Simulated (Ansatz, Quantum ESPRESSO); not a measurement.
# 4 layers of Au in Rh(100), on the host's sites: ballistic transmission, part 3 of 4

Aim: the zero-bias transmission with pwcond for this junction: 4 layers of Au in Rh(100), on the host's sites.

Quantum ESPRESSO 7.5; plane-wave DFT, PBE, JTH PAW pseudopotentials; cross-check by Ansatz 0.2.0 with PAW datasets.

So far. Step 3 (The open system): The run is unpolarised; a magnetic state was not tried, may lie lower and would change T. Step 3 (The open system): At no point does T exceed the number of channels.

## Step 4: Transmission with pwcond.x, with nz1 = 11

Level of this step: transmission by pwcond, lead and junction from one cell; plane-wave DFT, PBE, JTH PAW pseudopotentials (Quantum ESPRESSO).

How much does a setting matter? One run is repeated with a change.

Contents of cond.w.in:

```
&inputcond
  outdir = './out'
  prefixt = 'scf'
  tran_file = 'cond.w.dat'
  bdl = 2.8284271247
  bds = 14.9642461890
  ikind = 1
  ewind = 4.0
  epsproj = 1e-05
  nz1 = 11
  energy0 = 0.4
  denergy = -0.4
/
15
  0.00000000 0.00000000 0.01562500
  0.00000000 0.12500000 0.06250000
  0.00000000 0.25000000 0.06250000
  0.00000000 0.37500000 0.06250000
  0.00000000 0.50000000 0.03125000
  0.12500000 0.12500000 0.06250000
  0.12500000 0.25000000 0.12500000
  0.12500000 0.37500000 0.12500000
  0.12500000 0.50000000 0.06250000
  0.25000000 0.25000000 0.06250000
  0.25000000 0.37500000 0.12500000
  0.25000000 0.50000000 0.06250000
  0.37500000 0.37500000 0.06250000
  0.37500000 0.50000000 0.06250000
  0.50000000 0.50000000 0.01562500
3
```

Command:

```
$ OMP_NUM_THREADS=1 mpirun -n 4 pwcond.x -in cond.w.in > cond.w.out
```

Log:

```text
[banner, memory and clock lines left out]
Program PWCOND v.7.5 starts
[citation notice left out]

[...]
./out/scf.save/
     file Rh.GGA_PBE-JTH.UPF: wavefunction(s)  5S 4P 0P 4D 0D renormalized
     file Au.GGA_PBE-JTH.UPF: wavefunction(s)  6S 0S 6P 0P 5D 0D renormalized

     IMPORTANT: XC functional enforced from input :
     Exchange-correlation= PBE
                           (   1   4   3   4   0   0   0)
     Any further DFT definition will be discarded
     Please, verify this is what you really want

     Reading collected, re-writing distributed wavefunctions

===== INPUT FILE containing all the regions =====

     GEOMETRY:

     lattice parameter (alat)  =       5.1178  a.u.
     the volume                =    2005.8700 (a.u.)^3
     the cross section         =      26.1918 (a.u.)^2
     l of the unit cell        =      14.9642 (alat)
     number of atoms/cell      =           20
     number of atomic types    =            2

     crystal axes: (cart. coord. in units of alat)
               a(1) = (  1.0000  0.0000  0.0000 )
               a(2) = (  0.0000  1.0000  0.0000 )
               a(3) = (  0.0000  0.0000 14.9642 )

   Cartesian axes

     site n.     atom                  positions (alat units)
          1        Rh     tau(  1)=(  0.0000  0.0000 14.9642  )
          2        Rh     tau(  2)=(  0.5000  0.5000  0.7071  )
          3        Rh     tau(  3)=(  0.0000  0.0000  1.4142  )
          4        Rh     tau(  4)=(  0.5000  0.5000  2.1213  )
          5        Rh     tau(  5)=(  0.0000  0.0000  2.8284  )
          6        Rh     tau(  6)=(  0.5000  0.5000  3.5355  )
          7        Rh     tau(  7)=(  0.0000  0.0000  4.2426  )
          8        Rh     tau(  8)=(  0.5000  0.5000  4.9497  )
          9        Au     tau(  9)=(  0.0000  0.0000  5.7596  )
         10        Au     tau( 10)=(  0.5000  0.5000  6.6723  )
         11        Au     tau( 11)=(  0.0000  0.0000  7.5849  )
         12        Au     tau( 12)=(  0.5000  0.5000  8.4975  )
         13        Rh     tau( 13)=(  0.0000  0.0000  9.3074  )
         14        Rh     tau( 14)=(  0.5000  0.5000 10.0145  )
         15        Rh     tau( 15)=(  0.0000  0.0000 10.7216  )
         16        Rh     tau( 16)=(  0.5000  0.5000 11.4287  )
         17        Rh     tau( 17)=(  0.0000  0.0000 12.1358  )
         18        Rh     tau( 18)=(  0.5000  0.5000 12.8429  )
         19        Rh     tau( 19)=(  0.0000  0.0000 13.5500  )
         20        Rh     tau( 20)=(  0.5000  0.5000 14.2571  )

     nr1s                      =           24
     nr2s                      =           24
     nr3s                      =          360
     nr1sx                     =           24
     nr2sx                     =           24
     nr3sx                     =          360
     nr1                       =           32
     nr2                       =           32
     nr3                       =          480
     nr1x                      =           32
     nr2x                      =           32
     nr3x                      =          480

 _______________________________
  Radii of nonlocal spheres:

     type       ibeta     ang. mom.          radius (alat units)
       Rh         1         0                    0.4320
       Rh         2         0                    0.4320
       Rh         3         1                    0.4320
       Rh         4         1                    0.4320
       Rh         5         2                    0.4320
       Rh         6         2                    0.4320
       Au         1         0                    0.4955
       Au         2         0                    0.4955
       Au         3         1                    0.4955
       Au         4         1                    0.4955
       Au         5         2                    0.4955
       Au         6         2                    0.4955
----- General information -----

--- T calc. with identical leads (ikind=1) ---

     nrx                       =           24
     nry                       =           24
     nz1                       =           11

     energy0               =         4.0E-01
     denergy               =        -4.0E-01
     nenergy               =          3
     ecut2d                =         4.5E+01
     ewind                 =         4.0E+00
     epsproj               =         1.0E-05

     number of k_|| points=   15
                       cryst. coord.
        k(    1) = (   0.0000000   0.0000000), wk =   0.0156250
        k(    2) = (   0.0000000   0.1250000), wk =   0.0625000
[...]
k(   15) = (   0.5000000   0.5000000), wk =   0.0156250
----- Information about left/right lead -----

     nocros                   =           18
     noins                    =           54
     norb                     =           90
     norbf                    =          306
     nrz                      =           68

      iorb      type   ibeta   ang. mom.   m       position (alat)
        1        1       1        0        1   taunew(   1)=(  0.0000  0.0000  0.0000)
        2        1       2        0        1   taunew(   2)=(  0.0000  0.0000  0.0000)
[...]
90        1       6        2        5   taunew(  90)=(  0.0000  0.0000  2.8284)
----- Information about scattering region -----

     noins                    =          270
     norb                     =          306
     norbf                    =          306
     nrz                      =          292

      iorb      type   ibeta   ang. mom.   m       position (alat)
        1        1       1        0        1   taunew(   1)=(  0.0000  0.0000  0.0000)
        2        1       2        0        1   taunew(   2)=(  0.0000  0.0000  0.0000)
[...]
306        1       6        2        5   taunew( 306)=(  0.0000  0.0000 12.1358)
 ngper, shell number =           97          16
 ngper, n2d =           97          70
---  E-Ef =    0.4000000  k =    0.0000000   0.0000000
---  ie =          1  ik =          1
 Nchannels of the left tip =            4
 Right moving states:
   k1(2pi/a)   k2(2pi/a)   E-Ef (eV)
  -0.3878191   0.0000007   0.4000000
  -0.4018149   0.0000027   0.4000000
  -0.4018149   0.0000027   0.4000000
   0.4488493   0.0000237   0.4000000
 Left moving states:
   k1(2pi/a)   k2(2pi/a)   E-Ef (eV)
   0.3878191   0.0000007   0.4000000
   0.4018150   0.0000027   0.4000000
   0.4018150   0.0000027   0.4000000
  -0.4488493   0.0000237   0.4000000

 to transmit
 Band j to band i transmissions and reflections:
    j         i     |T_ij|^2    |R_ij|^2

    1 -->     1     0.00000     1.00000
    1 -->     2     0.00000     0.00000
    1 -->     3     0.00000     0.00000
[...]
3 -->     2     0.00000     0.88465
    3 -->     3     0.00002     0.11533
    3 -->     4     0.00000     0.00000
   Total T_j, R_j =    0.00002  0.99998

    4 -->     1     0.00000     0.00000
    4 -->     2     0.00000     0.00000
    4 -->     3     0.00000     0.00000
    4 -->     4     0.21265     0.78735
   Total T_j, R_j =    0.21265  0.78735

E-Ef(ev), T(x2 spins) =    0.4000000   0.4253613
---  E-Ef =    0.0000000  k =    0.0000000   0.0000000
---  ie =          2  ik =          1
 Nchannels of the left tip =            4
 Right moving states:
   k1(2pi/a)   k2(2pi/a)   E-Ef (eV)
   0.2021405   0.0000006   0.0000000
   0.3909030   0.0000237   0.0000000
   0.4545704   0.0000027   0.0000000
   0.4545704   0.0000027   0.0000000
 Left moving states:
   k1(2pi/a)   k2(2pi/a)   E-Ef (eV)
  -0.2021405   0.0000006   0.0000000
  -0.3909030   0.0000237   0.0000000
  -0.4545704   0.0000027   0.0000000
  -0.4545704   0.0000027   0.0000000

 to transmit
 Band j to band i transmissions and reflections:
    j         i     |T_ij|^2    |R_ij|^2

    1 -->     1     0.00000     1.00000
    1 -->     2     0.00000     0.00000
    1 -->     3     0.00000     0.00000
    1 -->     4     0.00000     0.00000
   Total T_j, R_j =    0.00000  1.00000

    2 -->     1     0.00000     0.00000
    2 -->     2     0.29476     0.70524
    2 -->     3     0.00000     0.00000
    2 -->     4     0.00000     0.00000
   Total T_j, R_j =    0.29476  0.70524

    3 -->     1     0.00000     0.00000
    3 -->     2     0.00000     0.00000
    3 -->     3     0.00003     0.00701
    3 -->     4     0.00000     0.99296
   Total T_j, R_j =    0.00003  0.99997

    4 -->     1     0.00000     0.00000
    4 -->     2     0.00000     0.00000
    4 -->     3     0.00000     0.99296
    4 -->     4     0.00003     0.00701
   Total T_j, R_j =    0.00003  0.99997

E-Ef(ev), T(x2 spins) =    0.0000000   0.5896495
---  E-Ef =   -0.4000000  k =    0.0000000   0.0000000
---  ie =          3  ik =          1
 Nchannels of the left tip =            4
 Right moving states:
   k1(2pi/a)   k2(2pi/a)   E-Ef (eV)
  -0.1460165   0.0000006  -0.4000000
   0.3240176   0.0000026  -0.4000000
   0.3240176   0.0000026  -0.4000000
   0.3301956   0.0000237  -0.4000000
 Left moving states:
   k1(2pi/a)   k2(2pi/a)   E-Ef (eV)
   0.1460165   0.0000006  -0.4000000
  -0.3240176   0.0000026  -0.4000000
  -0.3240176   0.0000026  -0.4000000
  -0.3301956   0.0000237  -0.4000000

 to transmit
 Band j to band i transmissions and reflections:
    j         i     |T_ij|^2    |R_ij|^2

    1 -->     1     0.00000     1.00000
    1 -->     2     0.00000     0.00000
    1 -->     3     0.00000     0.00000
    1 -->     4     0.00000     0.00000
   Total T_j, R_j =    0.00000  1.00000

    2 -->     1     0.00000     0.00000
    2 -->     2     0.00006     0.22923
    2 -->     3     0.00000     0.77071
    2 -->     4     0.00000     0.00000
   Total T_j, R_j =    0.00006  0.99994

    3 -->     1     0.00000     0.00000
    3 -->     2     0.00000     0.77071
    3 -->     3     0.00006     0.22923
    3 -->     4     0.00000     0.00000
   Total T_j, R_j =    0.00006  0.99994

    4 -->     1     0.00000     0.00000
    4 -->     2     0.00000     0.00000
    4 -->     3     0.00000     0.00000
    4 -->     4     0.41682     0.58318
   Total T_j, R_j =    0.41682  0.58318

E-Ef(ev), T(x2 spins) =   -0.4000000   0.8338577
 ngper, shell number =           95          47
 ngper, n2d =           95          71
[... further energies and points left out ...]
---  E-Ef =    0.4000000  k =    0.5000000   0.5000000
---  ie =          1  ik =         15
 Nchannels of the left tip =            4
 Right moving states:
   k1(2pi/a)   k2(2pi/a)   E-Ef (eV)
  -0.1900439   0.0000036   0.4000000
  -0.1900439   0.0000036   0.4000000
  -0.2056331   0.0000000   0.4000000
  -0.2074138  -0.0000119   0.4000000
 Left moving states:
   k1(2pi/a)   k2(2pi/a)   E-Ef (eV)
   0.1900439   0.0000036   0.4000000
   0.1900439   0.0000036   0.4000000
   0.2056331   0.0000000   0.4000000
   0.2074138  -0.0000119   0.4000000

 to transmit
 Band j to band i transmissions and reflections:
    j         i     |T_ij|^2    |R_ij|^2

    1 -->     1     0.00330     0.04703
    1 -->     2     0.00000     0.94967
    1 -->     3     0.00000     0.00000
    1 -->     4     0.00000     0.00000
   Total T_j, R_j =    0.00330  0.99670

    2 -->     1     0.00000     0.94967
    2 -->     2     0.00330     0.04703
    2 -->     3     0.00000     0.00000
    2 -->     4     0.00000     0.00000
   Total T_j, R_j =    0.00330  0.99670

    3 -->     1     0.00000     0.00000
    3 -->     2     0.00000     0.00000
    3 -->     3     0.00002     0.99998
    3 -->     4     0.00000     0.00000
   Total T_j, R_j =    0.00002  0.99998

    4 -->     1     0.00000     0.00000
    4 -->     2     0.00000     0.00000
    4 -->     3     0.00000     0.00000
    4 -->     4     0.00002     0.99998
   Total T_j, R_j =    0.00002  0.99998

E-Ef(ev), T(x2 spins) =    0.4000000   0.0132826
---  E-Ef =    0.0000000  k =    0.5000000   0.5000000
---  ie =          2  ik =         15
 Nchannels of the left tip =            4
 Right moving states:
   k1(2pi/a)   k2(2pi/a)   E-Ef (eV)
  -0.2675660   0.0000035   0.0000000
  -0.2675660   0.0000035   0.0000000
  -0.4192276   0.0000000   0.0000000
  -0.4201658  -0.0000086   0.0000000
 Left moving states:
   k1(2pi/a)   k2(2pi/a)   E-Ef (eV)
   0.2675660   0.0000035   0.0000000
   0.2675660   0.0000035   0.0000000
   0.4192276   0.0000000   0.0000000
   0.4201658  -0.0000086   0.0000000

 to transmit
 Band j to band i transmissions and reflections:
    j         i     |T_ij|^2    |R_ij|^2

    1 -->     1     0.00419     0.01916
    1 -->     2     0.00000     0.97665
    1 -->     3     0.00000     0.00000
    1 -->     4     0.00000     0.00000
   Total T_j, R_j =    0.00419  0.99581

    2 -->     1     0.00000     0.97665
    2 -->     2     0.00419     0.01916
    2 -->     3     0.00000     0.00000
    2 -->     4     0.00000     0.00000
   Total T_j, R_j =    0.00419  0.99581

    3 -->     1     0.00000     0.00000
    3 -->     2     0.00000     0.00000
    3 -->     3     0.00008     0.99992
    3 -->     4     0.00000     0.00000
   Total T_j, R_j =    0.00008  0.99992

    4 -->     1     0.00000     0.00000
    4 -->     2     0.00000     0.00000
    4 -->     3     0.00000     0.00000
    4 -->     4     0.00008     0.99992
   Total T_j, R_j =    0.00008  0.99992

E-Ef(ev), T(x2 spins) =    0.0000000   0.0170932
---  E-Ef =   -0.4000000  k =    0.5000000   0.5000000
---  ie =          3  ik =         15
 Nchannels of the left tip =            4
 Right moving states:
   k1(2pi/a)   k2(2pi/a)   E-Ef (eV)
  -0.3409254   0.0000034  -0.4000000
  -0.3409254   0.0000034  -0.4000000
   0.4223621  -0.0000057  -0.4000000
   0.4231544   0.0000000  -0.4000000
 Left moving states:
   k1(2pi/a)   k2(2pi/a)   E-Ef (eV)
   0.3409254   0.0000034  -0.4000000
   0.3409254   0.0000034  -0.4000000
  -0.4223621  -0.0000057  -0.4000000
  -0.4231544   0.0000000  -0.4000000

 to transmit
 Band j to band i transmissions and reflections:
    j         i     |T_ij|^2    |R_ij|^2

    1 -->     1     0.00481     0.00666
    1 -->     2     0.00000     0.98853
    1 -->     3     0.00000     0.00000
    1 -->     4     0.00000     0.00000
   Total T_j, R_j =    0.00481  0.99519

    2 -->     1     0.00000     0.98853
    2 -->     2     0.00481     0.00666
    2 -->     3     0.00000     0.00000
    2 -->     4     0.00000     0.00000
   Total T_j, R_j =    0.00481  0.99519

    3 -->     1     0.00000     0.00000
    3 -->     2     0.00000     0.00000
    3 -->     3     0.00013     0.99987
    3 -->     4     0.00000     0.00000
   Total T_j, R_j =    0.00013  0.99987

    4 -->     1     0.00000     0.00000
    4 -->     2     0.00000     0.00000
    4 -->     3     0.00000     0.00000
    4 -->     4     0.00014     0.99986
   Total T_j, R_j =    0.00014  0.99986

E-Ef(ev), T(x2 spins) =   -0.4000000   0.0197989
   T_tot     0.40000      0.10969E+01
   T_tot     0.00000      0.12662E+01
   T_tot    -0.40000      0.67992E+00

[...]
```

Elapsed: 1.8 min, on 4 MPI ranks of Arm Neoverse V2, shared host; peak memory 0.36 GiB.

Beside the run it was changed from:

```
                                  quantity  this run  unchanged run  difference
 transmission at the Fermi level, one spin    0.6331         0.6333     -1.6e-4
lead channels at the Fermi level, one spin     2.312          2.312           0
                             wall time (s)       107             90
```

Over all energies T moves by up to 0.0014, at 0.4 eV.

The physical values in this table stay within 0.05 %.

(Continued in part 4 of 4.)

[Logs are printed without paths, hosts, clocks, repeated set-up lines and the standing remarks that a program may print on its own settings, such as how far it seeks lower states.]

[Hosts, paths, dates, database ids (printed as entryN), source tags and the programs' standing remarks are cut or masked in the printed files.]

[Maps of the electrostatic potential energy from Ansatz leave out the sawtooth potential of an applied field or a dipole correction, so their vacuum need not be flat; planar profiles and work functions include it.]
